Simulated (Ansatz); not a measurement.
BeO (wurtzite)

```
BeO
1.0
    2.71181     0.00000     0.00000
   -1.35591     2.34850     0.00000
    0.00000     0.00000     4.40456
Be O
2 2
Direct
  0.66667   0.33333   0.00149
  0.33333   0.66667   0.50149
  0.66667   0.33333   0.62371
  0.33333   0.66667   0.12371
```

Level of theory: PBE (plane waves to 420 eV, PAW, scalar-relativistic; Ansatz, a quantum-chemistry and plane-wave program). Harmonic phonons by density-functional perturbation theory on a 12×12×6 k mesh, in cm⁻¹; i marks imaginary ones, q is in fractions of the reciprocal vectors of the cell shown, and the three acoustic modes at Γ are left out. The non-analytic (LO-TO) term is not included, so polar modes at Γ have their transverse values. BeO was relaxed with its symmetry unable to fall.

### Question
Does any mode at Γ, M = (0.5, 0.0, 0.0), A = (0.0, 0.0, 0.5), L = (0.5, 0.0, 0.5) come out imaginary?

### Answer
No imaginary mode at these points (lowest 231 cm⁻¹ at A = (0.0, 0.0, 0.5)); other wave vectors were not tested.

### Question
Predict the phonon wavenumbers at Γ, M = (0.5, 0.0, 0.0), A = (0.0, 0.0, 0.5), L = (0.5, 0.0, 0.5).

### Answer
```
q                                                            wavenumbers (cm⁻¹)
-------------------  ----------------------------------------------------------
Γ                                   327 (×2), 663, 665 (×2), 695, 705 (×2), 859
M = (0.5, 0.0, 0.0)  321, 413, 487, 585, 600, 628, 650, 676, 676, 681, 854, 879
A = (0.0, 0.0, 0.5)                      231 (×4), 442 (×2), 686 (×4), 986 (×2)
L = (0.5, 0.0, 0.5)  403 (×2), 412 (×2), 644 (×2), 665 (×2), 702 (×2), 905 (×2)
```
